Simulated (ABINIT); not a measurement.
## A GW chain in ABINIT: AgBr (Fm-3m)

Aim: the G0W0 gap of AgBr (Fm-3m) on PBE, step by step.

Program: ABINIT 10.8.3. Level of theory: PBE and many-body steps on it, plane waves. Results are calculated unless marked as measured.

The database entry behind the starting cell differs from later determinations by our own check (about 0.6 % short of the room-temperature cell), so it need not match the best structure at ambient conditions.

## (1) The structure

Symmetry: Fm-3m, No. 225, cubic system. Conventional cell: a = 5.740 Å, b = 5.740 Å, c = 5.740 Å, α = 90.00°, β = 90.00°, γ = 90.00°. Nearest to Ag lie 6 Br at 2.87 Å. Nearest to Br lie 6 Ag at 2.87 Å. Farther neighbours and most contacts between anions are not listed.

Structure file:

```cif
data_structure
_symmetry_space_group_name_H-M 'Fm-3m'
_symmetry_Int_Tables_number 225
_cell_length_a 5.7403
_cell_length_b 5.7403
_cell_length_c 5.7403
_cell_angle_alpha 90.000
_cell_angle_beta 90.000
_cell_angle_gamma 90.000
_cell_volume 189.15
loop_
_atom_site_label
_atom_site_type_symbol
_atom_site_symmetry_multiplicity
_atom_site_Wyckoff_symbol
_atom_site_fract_x
_atom_site_fract_y
_atom_site_fract_z
_atom_site_occupancy
Ag1 Ag 4 a 0.00000 0.00000 0.00000 1
Br1 Br 4 b 0.50000 0.00000 0.00000 1
```

The cell and positions come from the Crystallography Open Database and are kept as given unless a step says otherwise.

## (2) Ground state

This step: ABINIT 10.8.3; DFT, PBE, plane waves, norm-conserving pseudopotentials.

The ground-state density comes first.

Input file run.abi:

```
acell 3*1.0 Angstrom
rprim 
  -0.000000000000 2.870150000000 2.870150000000
  2.870150000000 0.000000000000 2.870150000000
  2.870150000000 2.870150000000 0.000000000000
ntypat 2
znucl 47 35
natom 2
typat 1 2
xred 
  0.000000000000 0.000000000000 0.000000000000
  0.500000000000 0.500000000000 0.500000000000
pp_dirpath "pseudos"
pseudos "Ag.upf, Br.upf"
ecut 37
ngkpt 6 6 6
nshiftk 1
shiftk 0 0 0
kptopt 1
chksymbreak 0
nband 18
occopt 1
tolvrs 1e-10
nstep 60
prtwf 0
optforces 0
optstress 0
indata_prefix "in"
outdata_prefix "out"
tmpdata_prefix "tmp"
```

On the command line:

```console
$ OMP_NUM_THREADS=1 mpirun -n 4 abinit run.abi > log
```

Numbers of over 12 decimals in the logs are rounded to 6 here.

The log of the run:

```text
.Version 10.8.3 of ABINIT. v10.8.2 released Aug 2026.

 Symmetries : space group Fm -3 m (#225); Bravais cF (face-center cubic)
================================================================================
 Values of the parameters that define the memory need of the present run
     intxc =       0    ionmov =       0      iscf =       7    lmnmax =       6
     lnmax =       6     mgfft =      45  mpssoang =       3    mqgrid =    3001
     natom =       2  nloc_mem =       1    nspden =       1   nspinor =       1
    nsppol =       1      nsym =      48    n1xccc =    2501    ntypat =       2
    occopt =       1   xclevel =       2
-    mband =          18        mffmem =           1         mkmem =           4
       mpw =        3455          nfft =       91125          nkpt =          16
================================================================================
  Rough estimation (10% accuracy) of disk space for files :
================================================================================

--------------------------------------------------------------------------------
------------- Echo of variables that govern the present computation ------------
--------------------------------------------------------------------------------
 -outvars: echo values of preprocessed input variables --------
            acell      1.8897261259E+00  1.8897261259E+00  1.8897261259E+00 Bohr

      chksymbreak           0
             ecut      3.70000000E+01 Hartree
-          fftalg         312

              ixc     -101130
              kpt      0.00000000E+00  0.00000000E+00  0.00000000E+00
                       1.66666667E-01  0.00000000E+00  0.00000000E+00
                       3.33333333E-01  0.00000000E+00  0.00000000E+00
                       5.00000000E-01  0.00000000E+00  0.00000000E+00
                       1.66666667E-01  1.66666667E-01  0.00000000E+00
                       3.33333333E-01  1.66666667E-01  0.00000000E+00
                       5.00000000E-01  1.66666667E-01  0.00000000E+00
                      -3.33333333E-01  1.66666667E-01  0.00000000E+00
                      -1.66666667E-01  1.66666667E-01  0.00000000E+00
   [... 5 further rows ...]
                      -3.33333333E-01  3.33333333E-01  1.66666667E-01
                      -3.33333333E-01  5.00000000E-01  1.66666667E-01
         kptrlatt        6    0    0      0    6    0      0    0    6
          kptrlen      4.60224474E+01
P           mkmem           4
            natom           2
            nband          18
            ngfft          45      45      45
             nkpt          16
            nstep          60
             nsym          48
           ntypat           2
              occ      2.000000  2.000000  2.000000  2.000000  2.000000  2.000000
                       2.000000  2.000000  2.000000  2.000000  2.000000  2.000000
                       2.000000  0.000000  0.000000  0.000000  0.000000  0.000000
        optforces           0
        optstress           0
            prtwf           0
            rprim     -0.0000000000E+00  2.8701500000E+00  2.8701500000E+00
[...]
spgroup         225

           tolvrs      1.00000000E-10

             xred      0.0000000000E+00  0.0000000000E+00  0.0000000000E+00
[...]
znucl       47.00000   35.00000

================================================================================

 chkinp: Checking input parameters for consistency.

================================================================================
== DATASET  1 ==================================================================
-   mpi_nproc: 4, omp_nthreads: 1 (-1 if OMP is not activated)

--- !DatasetInfo
iteration_state: {dtset: 1, }
dimensions: {natom: 2, nkpt: 16, mband: 18, nsppol: 1, nspinor: 1, nspden: 1, mpw: 3455, }
cutoff_energies: {ecut:  37.0, pawecutdg:  -1.0, }
electrons: {nelect:   2.60000000E+01, charge:   0.00000000E+00, occopt:   1.00000000E+00, tsmear:   1.00000000E-02, }

 Real(R)+Recip(G) space primitive vectors, cartesian coordinates (Bohr,Bohr^-1):
 R(1)=  0.0000000  5.4237974  5.4237974  G(1)= -0.0921863  0.0921863  0.0921863
 R(2)=  5.4237974  0.0000000  5.4237974  G(2)=  0.0921863 -0.0921863  0.0921863
 R(3)=  5.4237974  5.4237974  0.0000000  G(3)=  0.0921863  0.0921863 -0.0921863
 Unit cell volume ucvol=  3.1910998E+02 bohr^3
 Angles (23,13,12)=  6.00000000E+01  6.00000000E+01  6.00000000E+01 degrees

 getcut: wavevector=  0.0000  0.0000  0.0000  ngfft=  45  45  45
         ecut(hartree)=     37.000   => boxcut(ratio)=   2.09492

--- Pseudopotential description ------------------------------------------------
- Ag Generated using ONCVPSP code by D. R. Hamann
- 47.00000  19.00000  171031                  znucl, zion, pspdat
12 -101130 2 -1 1538                          pspcod,pspxc,lmax,lloc,mmax
     nproj     2     2     2
  pspatm : epsatm=   27.55768671
         --- l  ekb(1:nproj) -->
[...]
pspatm: atomic psp has been read  and splines computed

- Br Generated using ONCVPSP code by D. R. Hamann
- 35.00000   7.00000  171031                  znucl, zion, pspdat
12 -101130 2 -1 1098                          pspcod,pspxc,lmax,lloc,mmax
     nproj     2     2     2
  pspatm : epsatm=   11.64859065
         --- l  ekb(1:nproj) -->
[...]
2    2.589748    0.385882
 pspatm: atomic psp has been read  and splines computed

   1.01936321E+03                                ecore*ucvol(ha*bohr**3)
--------------------------------------------------------------------------------

_setup2: Arith. and geom. avg. npw (full set) are    3429.282    3429.252

================================================================================

--- !BeginCycle
iteration_state: {dtset: 1, }
solver: {iscf: 7, nstep: 60, nline: 4, wfoptalg: 0, }
tolerances: {tolvrs: 1.00E-10, }

     iter   Etot(hartree)      deltaE(h)  residm     vres2
 ETOT  1  -170.55165327827    -1.706E+02 1.801E-01 8.485E+01
 ETOT  2  -170.77150770394    -2.199E-01 2.206E-02 2.454E+01
 ETOT  3  -170.77419063506    -2.683E-03 5.193E-04 9.869E-01
 ETOT  4  -170.77437918378    -1.885E-04 7.752E-04 1.012E-01
 ETOT  5  -170.77438334031    -4.157E-06 6.654E-05 3.184E-03
 ETOT  6  -170.77438351401    -1.737E-07 2.442E-04 4.255E-04
 ETOT  7  -170.77438355347    -3.946E-08 1.829E-05 9.567E-07
 ETOT  8  -170.77438355354    -7.122E-11 6.660E-05 1.009E-08
 ETOT  9  -170.77438355355    -1.052E-11 4.919E-06 8.576E-11

 At SCF step    9       vres2   =  8.58E-11 < tolvrs=  1.00E-10 =>converged.

--- !ResultsGS
iteration_state: {dtset: 1, }
comment   : Summary of ground state results
lattice_vectors:
- [ -0.0000000,   5.4237974,   5.4237974, ]
- [  5.4237974,   0.0000000,   5.4237974, ]
- [  5.4237974,   5.4237974,   0.0000000, ]
lattice_lengths: [   7.67041,    7.67041,    7.67041, ]
lattice_angles: [ 60.000,  60.000,  60.000, ] # degrees, (23, 13, 12)
lattice_volume:   3.1910998E+02
convergence: {deltae: -1.052E-11, res2:  8.576E-11, residm:  4.919E-06, diffor:  0.000E+00, }
etotal    :  -1.70774384E+02
entropy   :   0.00000000E+00
fermie    :   1.80128360E-01
cartesian_stress_tensor: null
pressure_GPa: null
xred      :
- [  0.0000E+00,   0.0000E+00,   0.0000E+00, Ag]
- [  5.0000E-01,   5.0000E-01,   5.0000E-01, Br]
cartesian_forces: null
force_length_stats: {min: null, max: null, mean: null, }

 Integrated electronic density in atomic spheres:
 ------------------------------------------------
 Atom  Sphere_radius  Integrated_density
    1        2.00000         16.39898283
    2        2.00000          4.20850134
================================================================================

 ----iterations are completed or convergence reached----

 Mean square residual over all n,k,spin=   17.143E-09; max=  49.188E-07
 reduced coordinates (array xred) for    2 atoms
       0.000000000000      0.000000000000      0.000000000000
       0.500000000000      0.500000000000      0.500000000000
 rms dE/dt=  0.0000E+00; max dE/dt=  0.0000E+00; dE/dt below (all hartree)
    1       0.000000000000      0.000000000000      0.000000000000
    2       0.000000000000      0.000000000000      0.000000000000

 cartesian coordinates (angstrom) at end:
    1      0.000000     0.000000     0.000000
    2      2.870150     2.870150     2.870150
 length scales=  1.889726125908  1.889726125908  1.889726125908 bohr
              =  1.000000000000  1.000000000000  1.000000000000 angstroms
 prteigrs : about to open file out_EIG
 Fermi (or HOMO) energy (hartree) =   0.18013   Average Vxc (hartree)=  -0.37323
 Eigenvalues (hartree) for nkpt=  16  k points:
 kpt#   1, nband= 18, wtk=  0.00463, kpt=  0.0000  0.0000  0.0000 (reduced coord)
  -3.13270   -1.79213   -1.79213   -1.79213   -0.37419    0.07735    0.07735    0.07735
   0.07737    0.07737    0.10913    0.10913    0.10913    0.20483    0.54494    0.54494
   0.54494    0.59098
 prteigrs : prtvol=0 or 1, do not print more k-points.

--- !EnergyTerms
iteration_state     : {dtset: 1, }
comment             : Components of total free energy in Hartree
kinetic             :  5.76978594419443E+01
hartree             :  5.22114903770936E+01
xc                  : -2.83706831710936E+01
Ewald energy        : -1.00006610757867E+02
psp_core            :  3.19439468737156E+00
local_psp           : -1.55667418005849E+02
non_local_psp       :  1.66583874850838E-01
total_energy        : -1.70774383553549E+02
total_energy_eV     : -4.64700771179494E+03
band_energy         : -1.64597557042649E+01

== END DATASET(S) ==============================================================
================================================================================

 -outvars: echo values of variables after computation  --------
           etotal     -1.7077438355E+02
            nband          18
             nkpt          16
          spgroup         225
 [... the other variables as echoed above ...]

 Calculation completed.
```

It took 12 s on 4 MPI ranks of Arm Neoverse V1, shared host; peak memory 0.32 GiB.

This step gave:

```yaml
total_energy: -4647.0077 eV
gap: 0.6721 eV
k_of_the_valence_top: 0.5, 0, 0
k_of_the_conduction_bottom: 0, 0, 0
least_direct_gap: 2.604 eV
```

The gap is indirect, with the least direct gap 1.93 eV higher.

[end of part 1 of 3]

[Paths, hosts, dates, memory and timing lines, banners, echoed tables and standing remarks are left out of the program output.]

[Logs are printed without paths, hosts, clocks, repeated set-up lines and the standing remarks that a program may print on its own settings, such as how far it seeks lower states.]

[Runs of the session that timed out or met a known fault of the program may be left out.]

[Hosts, paths, dates, database ids (printed as entryN), source tags and the programs' standing remarks are cut or masked in the printed files.]

[G0W0 gaps are taken among the corrected bands and points alone; a level outside them can change the order at an edge.]

[Where Ansatz stands beside ABINIT at settings called matched, ABINIT's density can come from a denser mesh and the files from another edition; pairs whose starting gaps differed by over 0.03 eV were left out, so agreement reads better than it is.]
